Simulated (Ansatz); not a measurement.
CuI (Marshite):

```
I Cu
1.0
     0.00000    3.03150    3.03150
     3.03150    0.00000    3.03150
     3.03150    3.03150    0.00000
I Cu
1 1
Direct
  0.00000 0.00000 0.00000
  0.75000 0.75000 0.75000
```

Base run:

```yaml
Program: Ansatz 0.2.0
Functional: PBE
Potentials_or_basis: all-electron PAW datasets made for the crystal
Cutoff: 220 eV
Density_cutoff: 1100 eV
k_mesh: 6 × 6 × 6
Occupations: fermi-dirac, width 0.05 eV
Spin: no spin polarisation
```

Its results: band gap on the k mesh 1.12 eV, direct.

Question: The run is repeated on the same cell with these changes: functional from PBE to PBE0; cutoff from 220 eV to 290 eV; density cutoff from 1100 eV to 1160 eV. What comes out?

Answer: Band gap on the k mesh 3.29 eV, direct.

PBE0 gives the wider gap, since exact exchange removes part of the self-interaction.

Caveats: spin-orbit coupling is left out, which moves the levels of the heavy elements.

A k mesh can miss the band edges.

Not every run made on this cell is shown here.
